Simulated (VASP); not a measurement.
# Sc (Fm-3m) in VASP: notebook

Runs on Sc. Level: PBE. Tasks: single point.

Everything below comes from runs of VASP 6.6.1. Logs are shortened: lines on timing, memory, paths and dates and some standing lists are left out, and cuts for length are marked.

### 1 Starting point

The structure is cubic, space group Fm-3m (No. 225). Conventional cell: a = 4.520 Å, b = 4.520 Å, c = 4.520 Å, α = 90.00°, β = 90.00°, γ = 90.00°. Sc (site symmetry m-3m) is surrounded by 12 Sc at 3.20 Å.

This isn't the form of Sc at room conditions, which is hcp.

### 2 Single point, PBE

The input, INCAR:

```
PREC = Accurate
ENCUT = 520
EDIFF = 1E-7
ISMEAR = -1
SIGMA = 0.1
LREAL = F
LASPH = T
NELM = 100
ALGO = Normal
ISIF = 2
LWAVE = F
LCHARG = F
GGA = PE
NBANDS = 12
```

The input, KPOINTS:

```
Automatic mesh
0
Gamma
  9 9 9
```

The input, POSCAR:

```
Sc
1.0
    0.0000000000      2.2600000000      2.2600000000
    2.2600000000      0.0000000000      2.2600000000
    2.2600000000      2.2600000000      0.0000000000
Sc
1
Direct
    0.0000000000      0.0000000000      0.0000000000
```

Potentials or basis: VASP PAW PBE potentials, release 64 (Sc_sv).

Started as:

```
cat potpaw_PBE.64/Sc_sv/POTCAR > POTCAR
mpirun -np 1 vasp_std > vasp.out
```

OUTCAR:

```text
PREC = Accurate
   ENCUT = 520
   EDIFF = 1E-7
   ISMEAR = -1
   LREAL = F
   LASPH = T
   NELM = 100
   ISIF = 2
   GGA = PE

 ion  position               nearest neighbor table
   1  0.000  0.000  0.000-

  LATTYP: Found a face centered cubic cell.
 ALAT       =     4.5200000000

  Lattice vectors:

 A1 = (   0.0000000000,   2.2600000000,   2.2600000000)
 A2 = (   2.2600000000,   0.0000000000,   2.2600000000)
 A3 = (   2.2600000000,   2.2600000000,   0.0000000000)

Analysis of symmetry for initial positions (statically):
=====================================================================
 Subroutine PRICEL returns:
 Original cell was already a primitive cell.

 Routine SETGRP: Setting up the symmetry group for a
 face centered cubic supercell.

 Subroutine GETGRP returns: Found 48 space group operations
 (whereof 48 operations were pure point group operations)
 out of a pool of 48 trial point group operations.

The static configuration has the point symmetry O_h .

Analysis of symmetry for dynamics (positions and initial velocities):
=====================================================================
 Subroutine PRICEL returns:
 Original cell was already a primitive cell.

 Routine SETGRP: Setting up the symmetry group for a
 face centered cubic supercell.

 Subroutine GETGRP returns: Found 48 space group operations
 (whereof 48 operations were pure point group operations)
 out of a pool of 48 trial point group operations.

The dynamic configuration has the point symmetry O_h .

 Subroutine INISYM returns: Found 48 space group operations
 (whereof 48 operations are pure point group operations),
 and found     1 'primitive' translations

----------------------------------------------------------------------------------------

                                     Primitive cell

  volume of cell :      23.0864

  direct lattice vectors                    reciprocal lattice vectors
     0.000000000  2.260000000  2.260000000    -0.221238938  0.221238938  0.221238938
     2.260000000  0.000000000  2.260000000     0.221238938 -0.221238938  0.221238938
     2.260000000  2.260000000  0.000000000     0.221238938  0.221238938 -0.221238938

  length of vectors
     3.196122651  3.196122651  3.196122651     0.383197081  0.383197081  0.383197081

  position of ions in fractional coordinates (direct lattice)
     0.000000000  0.000000000  0.000000000

  ion indices of the primitive-cell ions
   primitive index   ion index
                 1           1

----------------------------------------------------------------------------------------
[... 81 lines left out ...]
   NELECT =      11.0000    total number of electrons
   NUPDOWN=      -1.0000    fix difference up-down
   EMIN   =  10.00;   EMAX   =-10.00  energy-range for DOS
   EFERMI =   0.00;   METHOD = LEGACY
   ISMEAR =    -1;   SIGMA  =   0.10  broadening in eV -4-tet -1-fermi 0-gaus
   EFERMI_NEDOS =   21; number of points for ismear=-14 and -15
   IALGO  =     38    algorithm
   IMIX   =      4    mixing-type and parameters
     AMIX     =   0.40;   BMIX     =  1.00
     AMIX_MAG =   1.60;   BMIX_MAG =  1.00
  volume/ion in A,a.u.               =      23.09       155.79
  Fermi-wavevector in a.u.,A,eV,Ry     =   1.278657  2.416311 22.245021  1.634963
  Thomas-Fermi vector in A             =   2.411187
   LORBIT       =      0    0 simple, 1 ext, 2 COOP (PROOUT), +10 PAW based schemes
   GGA     = PE    functional components
   LHFCALC =     F    Hartree Fock is set to
   AEXX    =    0.0000 exact exchange contribution
   IVDW    =     0    specifies the selected vdW correction
   LEPSILON=     F    determine dielectric tensor
   LRPA    =     F    only Hartree local field effects (RPA)
 non-spin polarized calculation
  energy-cutoff  :      520.00
  volume of cell :       23.09
 maximum number of plane-waves:       634
   NGX = 11   NGY = 11   NGZ = 11

 number of electron      11.0000000 magnetization

 Free energy of the ion-electron system (eV)
  ---------------------------------------------------
  ext. energy  EPLUGINS =         0.00000000
  ---------------------------------------------------
  free energy    TOTEN  =        -6.21410180 eV

  energy without entropy =       -6.15872896  energy(sigma->0) =       -6.18641538

 E-fermi :   4.1476     XC(G=0): -10.1396

 val. band max:        4.0240686943   @ k =  -0.4444   0.2222   0.1111
 cond. band min:       4.1936199709   @ k =  -0.3333   0.4444   0.2222
 fundamental gap:      0.1695512766
 Fermi energy:         4.1476233620

 k-point     1 :       0.0000    0.0000    0.0000
  band No.  band energies     occupation
      1     -45.1262      2.00000
      2     -23.5018      2.00000
      3     -23.5018      2.00000
      4     -23.5018      2.00000
      5      -1.1749      2.00000
      6       5.8065      0.00000
      7       5.8065      0.00000
      8       5.8065      0.00000
      9       7.3094      0.00000
     10       7.3094      0.00000
     11      17.0007      0.00000
     12      20.6627      0.00000
[... 331 lines left out ...]
 k-point    24 :       0.4444    0.4444    0.0000
  band No.  band energies     occupation
      1     -45.0254      2.00000
      2     -23.9489      2.00000
      3     -23.6703      2.00000
      4     -23.6703      2.00000
      5       2.4378      2.00000
      6       3.4733      1.99764
      7       6.0944      0.00000
      8       8.2480      0.00000
      9       8.3773      0.00000
     10       8.3773      0.00000
     11      13.7663      0.00000
     12      14.0553      0.00000

 [... further k-points ...]

------------------------ aborting loop because EDIFF is reached ----------------------------------------

  FORCE on cell =-STRESS in cart. coord.  units (eV):
  Direction    XX          YY          ZZ          XY          YZ          ZX
  --------------------------------------------------------------------------------------
  -------------------------------------------------------------------------------------
  Total        0.5761077      0.5761077      0.5761077      0.0000000      0.0000000     -0.0000000
  in kB       39.9814908     39.9814908     39.9814908      0.0000000      0.0000000     -0.0000000
  external PRESSURE =      39.9814908 kB  Pullay stress =       0.0000000 kB

 VOLUME and BASIS-vectors are now :
 -----------------------------------------------------------------------------
  energy-cutoff  :      520.00
  volume of cell :       23.09
      direct lattice vectors                 reciprocal lattice vectors
     0.000000000  2.260000000  2.260000000    -0.221238938  0.221238938  0.221238938
     2.260000000  0.000000000  2.260000000     0.221238938 -0.221238938  0.221238938
     2.260000000  2.260000000  0.000000000     0.221238938  0.221238938 -0.221238938

 POSITION                                       TOTAL-FORCE (eV/Angst)
 -----------------------------------------------------------------------------------
      0.00000      0.00000      0.00000         0.000000      0.000000      0.000000
 -----------------------------------------------------------------------------------
    total drift:                                0.000000     -0.000000     -0.000000

  FREE ENERGIE OF THE ION-ELECTRON SYSTEM (eV)
  ---------------------------------------------------
  free  energy   TOTEN  =        -6.2141018034 eV

  energy  without entropy=       -6.1587289613  energy(sigma->0) =       -6.18641538
```

OSZICAR:

```text
N       E                     dE             d eps       ncg     rms          rms(c)
DAV:   1     0.686175513784E+02    0.68618E+02   -0.51346E+03   856   0.904E+02
DAV:   2    -0.555755541024E+01   -0.74175E+02   -0.72768E+02   840   0.280E+02
DAV:   3    -0.682601293130E+01   -0.12685E+01   -0.12293E+01  1132   0.474E+01
DAV:   4    -0.684315124958E+01   -0.17138E-01   -0.17130E-01  1072   0.426E+00
DAV:   5    -0.684331133114E+01   -0.16008E-03   -0.16008E-03  1096   0.363E-01    0.565E+00
DAV:   6    -0.629005710761E+01    0.55325E+00   -0.83327E-01  1260   0.133E+01    0.170E+00
DAV:   7    -0.621844301190E+01    0.71614E-01   -0.16454E-01  1312   0.566E+00    0.542E-01
DAV:   8    -0.621447695787E+01    0.39661E-02   -0.11364E-02  1008   0.152E+00    0.148E-01
DAV:   9    -0.621410524937E+01    0.37171E-03   -0.14945E-03  1256   0.579E-01    0.275E-02
DAV:  10    -0.621410244636E+01    0.28030E-05   -0.47335E-05  1284   0.835E-02    0.626E-03
DAV:  11    -0.621410159554E+01    0.85082E-06   -0.23522E-06  1312   0.229E-02    0.855E-04
DAV:  12    -0.621410177778E+01   -0.18225E-06   -0.29484E-08   592   0.239E-03    0.167E-04
DAV:  13    -0.621410180335E+01   -0.25569E-07   -0.92759E-09   488   0.980E-04
   1 F= -.62141018E+01 E0= -.61864154E+01  d E =-.553728E-01
```

stdout:

```text
POSCAR found type information on POSCAR Sc
 POSCAR found :  1 types and       1 ions
 scaLAPACK will be used
 LDA part: xc-table for (Slater+PW92), standard interpolation
 POSCAR, INCAR and KPOINTS ok, starting setup
 FFT: planning ... GRIDC
 FFT: planning ... GRID_SOFT
 FFT: planning ... GRID
 WAVECAR not read
 entering main loop
```

It took 8.5 s on 1 thread of Intel Xeon Platinum 8259CL at 2.50GHz (Skylake/Cascade Lake), shared host; peak memory 0.14 GiB.

Results:

```
Free energy            : -6.2141 eV
Pressure               : 4.0 GPa
Band gap on the k mesh : none (metal or under the smearing width)
```

### 3 Single point, PBE

The input, INCAR:

```
SYSTEM = Sc
PREC = Accurate
ENCUT = 520
EDIFF = 1E-6
ISMEAR = -1
SIGMA = 0.1
LREAL = .False.
LASPH = .True.
NELM = 80
ALGO = Fast
ISIF = 2
LWAVE = .False.
LCHARG = .True.
GGA = PE
LELF = .True.
LVHAR = .True.
NBANDS = 12
```

The input, KPOINTS:

```
Automatic mesh
0
Gamma
  9 9 9
  0 0 0
```

POSCAR is that of step 2.

Potentials or basis: VASP PAW PBE potentials, release 64 (Sc_sv).

Started as:

```
cat potpaw_PBE.64/Sc_sv/POTCAR > POTCAR
mpirun -np 1 vasp_std > vasp.out
```

OUTCAR:

```text
SYSTEM = Sc
   PREC = Accurate
   ENCUT = 520
   EDIFF = 1E-6
   ISMEAR = -1
   LREAL = .False.
   LASPH = .True.
   NELM = 80
   ISIF = 2
   GGA = PE

 ion  position               nearest neighbor table
   1  0.000  0.000  0.000-

  LATTYP: Found a face centered cubic cell.
 ALAT       =     4.5200000000

  Lattice vectors:

 A1 = (   0.0000000000,   2.2600000000,   2.2600000000)
 A2 = (   2.2600000000,   0.0000000000,   2.2600000000)
 A3 = (   2.2600000000,   2.2600000000,   0.0000000000)

Analysis of symmetry for initial positions (statically):
=====================================================================
 Subroutine PRICEL returns:
 Original cell was already a primitive cell.

 Routine SETGRP: Setting up the symmetry group for a
 face centered cubic supercell.

 Subroutine GETGRP returns: Found 48 space group operations
 (whereof 48 operations were pure point group operations)
 out of a pool of 48 trial point group operations.

The static configuration has the point symmetry O_h .

Analysis of symmetry for dynamics (positions and initial velocities):
[... 167 lines left out ...]
      1     -45.1245      2.00000
      2     -23.5002      2.00000
      3     -23.5002      2.00000
      4     -23.5002      2.00000
      5      -1.1749      2.00000
      6       5.8074      0.00000
      7       5.8074      0.00000
      8       5.8074      0.00000
      9       7.3105      0.00000
     10       7.3105      0.00000
     11      17.0008      0.00000
     12      20.6626      0.00000
[... 331 lines left out ...]
 k-point    24 :       0.4444    0.4444    0.0000
  band No.  band energies     occupation
      1     -45.0237      2.00000
      2     -23.9474      2.00000
      3     -23.6688      2.00000
      4     -23.6688      2.00000
      5       2.4381      2.00000
      6       3.4740      1.99764
      7       6.0947      0.00000
      8       8.2493      0.00000
      9       8.3785      0.00000
     10       8.3785      0.00000
     11      14.0554      0.00000
     12      14.0554      0.00000

 [... further k-points ...]

------------------------ aborting loop because EDIFF is reached ----------------------------------------

  FORCE on cell =-STRESS in cart. coord.  units (eV):
  Direction    XX          YY          ZZ          XY          YZ          ZX
  --------------------------------------------------------------------------------------
  -------------------------------------------------------------------------------------
  Total        0.5628926      0.5628926      0.5628926     -0.0000000      0.0000000      0.0000000
  in kB       39.0643679     39.0643679     39.0643679     -0.0000000      0.0000000      0.0000000
  external PRESSURE =      39.0643679 kB  Pullay stress =       0.0000000 kB

 VOLUME and BASIS-vectors are now :
 -----------------------------------------------------------------------------
  energy-cutoff  :      520.00
  volume of cell :       23.09
      direct lattice vectors                 reciprocal lattice vectors
     0.000000000  2.260000000  2.260000000    -0.221238938  0.221238938  0.221238938
     2.260000000  0.000000000  2.260000000     0.221238938 -0.221238938  0.221238938
     2.260000000  2.260000000  0.000000000     0.221238938  0.221238938 -0.221238938

 POSITION                                       TOTAL-FORCE (eV/Angst)
 -----------------------------------------------------------------------------------
      0.00000      0.00000      0.00000        -0.000000     -0.000000     -0.000000
 -----------------------------------------------------------------------------------
    total drift:                                0.000000      0.000000      0.000000

  FREE ENERGIE OF THE ION-ELECTRON SYSTEM (eV)
  ---------------------------------------------------
  free  energy   TOTEN  =        -6.2141019504 eV

  energy  without entropy=       -6.1587303789  energy(sigma->0) =       -6.18641616
```

Wall time 9.7 s (1 thread of Intel Xeon Platinum 8259CL at 2.50GHz (Skylake/Cascade Lake), shared host); peak memory 0.14 GiB.

What came out:

| Quantity | Value |
| --- | --- |
| Free energy | -6.2141 eV |
| Pressure | 3.9 GPa |
| Band gap on the k mesh | none (metal or under the smearing width) |

Levels at points of the mesh, in eV from the Fermi level:
| k point | band 1 | band 2 | band 3 | band 4 | band 5 | band 6 | band 7 | band 8 | band 9 | band 10 |
| --- | --- | --- | --- | --- | --- | --- | --- | --- | --- | --- |
| (0.00, 0.00, 0.00) | -49.27 | -27.65 | -27.65 | -27.65 | -5.32 | 1.66 | 1.66 | 1.66 | 3.16 | 3.16 |
